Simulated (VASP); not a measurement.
Write the native input for VASP 6.6.1 that does the following.

```yaml
Task: relaxation of cell and atoms
Functional: revPBE
Potentials_or_basis: VASP PAW PBE potentials, release 64 (Os)
Cutoff: 600 eV
k_mesh: 11 × 11 × 6
Occupations: fermi-dirac, width 0.05 eV
Spin: no spin polarisation
Further_INCAR_settings: ALGO = Normal; EDIFF = 1e-06; IBRION = 2; EDIFFG = -0.005; NSW = 40; ISIF = 3
```

The structure of Os lies in POSCAR:

```
Os
1.0
    2.7341000000      0.0000000000      0.0000000000
   -1.3670500000      2.3678000565      0.0000000000
    0.0000000000      0.0000000000      4.3197000000
Os
2
Direct
    0.6666666667      0.3333333333      0.7500000000
    0.3333333333      0.6666666667      0.2500000000
```

The input as run:

INCAR

```
SYSTEM = Os
  PREC = Accurate
  ENCUT = 600
  EDIFF = 1E-6
  ISMEAR = -1
  SIGMA = 0.05
  LREAL = .FALSE.
  LASPH = .TRUE.
  NELM = 60
  ALGO = Normal
  ISIF = 3
  LWAVE = .FALSE.
  LCHARG = .FALSE.
  GGA = RE
  IBRION = 2
  NSW = 40
  EDIFFG = -0.005
```

KPOINTS

```
regular mesh
0
G
  11 11 6
  0 0 0
```

Potentials or basis: VASP PAW PBE potentials, release 64 (Os).

The run is started by

```console
$ cat potpaw_PBE.64/Os/POTCAR > POTCAR
$ mpirun -np 1 vasp_std > vasp.out
```

It gave:

| Item | Value |
| --- | --- |
| Relaxed volume | 14.38 Å³/atom |
| Relaxed cell | a = 2.760 Å, b = 2.760 Å, c = 4.358 Å, α = 90.00°, β = 90.00°, γ = 120.00° |
| Space group after relaxing (to 0.05 Å) | P6_3/mmc (No. 194) |
| Energy gained by relaxing | 14.0 meV/atom |
| Ionic steps | 9 |
| Pressure after relaxing | 0.0 GPa |
| Band gap on the k mesh | none (metal or under the smearing width) |

Caveat: the PAW data sets were made with another functional, which shifts forces and pressure a little.

It took 82 s on 1 thread of Intel(R) Xeon(R) Platinum 8559C (Emerald Rapids), on a shared host, peak memory 0.19 GiB.
